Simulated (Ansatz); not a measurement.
Rocksalt BaTe, relaxed with r2SCAN in the PAW code Ansatz. It is cubic, Fm-3m (No. 225); conventional cell a = 7.065 Å, 44.08 Å³ an atom. Ba is surrounded by 6 Te at 3.53 Å; Te is surrounded by 6 Ba at 3.53 Å.

The axes x, y and z are those of this cell:
```xyz
2
Lattice="0.0000 3.5324 3.5324 3.5324 0.0000 3.5324 3.5324 3.5324 0.0000" Properties=species:S:1:pos:R:3 pbc="T T T"
Ba    0.0000    0.0000    0.0000
Te    3.5324    3.5324    3.5324
```

Unstrained: PBE gives an indirect gap of 1.655 eV, from Γ to X; the least direct gap is 2.009 eV at X. With r2SCAN the valence top lies at Γ and the conduction bottom at X, 2.004 eV higher; the smallest vertical gap, at X, is 2.365 eV. With HSE06 the valence top lies at Γ and the conduction bottom at X, 2.347 eV higher; the smallest vertical gap, at X, is 2.752 eV. Meshes: PBE 6×6×6, r2SCAN 6×6×6, HSE06 4×4×4. Strains are changes of length per length. After each strain the atoms were relaxed again with r2SCAN within the symmetry that the strain leaves, so tilts or polar shifts that break it weren't tested; points keep the names that they have in the unstrained zone. Calculated for a static, non-magnetic cell.

Question: One strain changed the r2SCAN stress by xx -1.94, yy -1.94, zz +0.03 GPa (compression positive) and the gap by +0.040 eV (PBE), +0.031 eV (r2SCAN), +0.049 eV (HSE06). Which kind of strain was it, and roughly how large?

Answer: Epitaxial +3.0 % in the xy plane, free normal strain -0.82 %. The pattern of the stress gives the kind; the size needs the stiffness, so it is an estimate.

Question: Estimate what isotropic -1.0 % on every length does to the gap.

Answer: PBE: the gap goes from 1.655 to 1.596 eV (-0.059 eV). r2SCAN: the gap goes from 2.004 to 1.946 eV (-0.058 eV). HSE06: the gap goes from 2.347 to 2.284 eV (-0.063 eV). The r2SCAN energy rises by 3.8 meV an atom.

Question: One strain changed the r2SCAN stress by xx +0.77, yy +0.10, zz +0.10 GPa (compression positive) and the gap by -0.035 eV (PBE), -0.037 eV (r2SCAN), -0.035 eV (HSE06). Which kind of strain was it, and roughly how large?

Answer: Uniaxial -1.0 % along x, other directions held. The pattern of the stress gives the kind; the size needs the stiffness, so it is an estimate.

Question: Apply epitaxial +5.0 % in the xy plane, free normal strain -1.35 %. How far does the gap move, against the unstrained cell?

Answer: PBE: the gap goes from 1.655 to 1.722 eV (+0.067 eV); with r2SCAN the top three valence levels at Γ, degenerate before, become 1+2 from the top over 103 meV. r2SCAN: the gap goes from 2.004 to 2.055 eV (+0.051 eV); the X points, equivalent before, split by 25 meV, and the conduction bottom lies at those like (1/2, 1/2, 0). HSE06: the gap goes from 2.347 to 2.428 eV (+0.081 eV); the X points, equivalent before, split by 16 meV, and the conduction bottom lies at those like (1/2, 1/2, 0). The r2SCAN energy rises by 45.3 meV an atom.

Question: For epitaxial +4.0 % in the plane normal to [111], how far does the free direction move, and what happens to the gap?

Answer: The normal strain at zero normal stress is -4.04 %, 1.01 of the in-plane strain with the sign turned. PBE: the gap goes from 1.655 to 1.543 eV (-0.112 eV); with r2SCAN the top three valence levels at Γ, degenerate before, become 1+2 from the top over 240 meV. r2SCAN: the gap goes from 2.004 to 1.883 eV (-0.121 eV). HSE06: the gap goes from 2.347 to 2.225 eV (-0.122 eV).

Spin-orbit coupling is left out, which matters wherever the heavy atoms make up the band edges.

The meshes of the hybrids are coarse, so their gaps aren't converged to the digits shown.

The splittings at Γ are without spin-orbit coupling, which regroups them where it is of like size or larger.
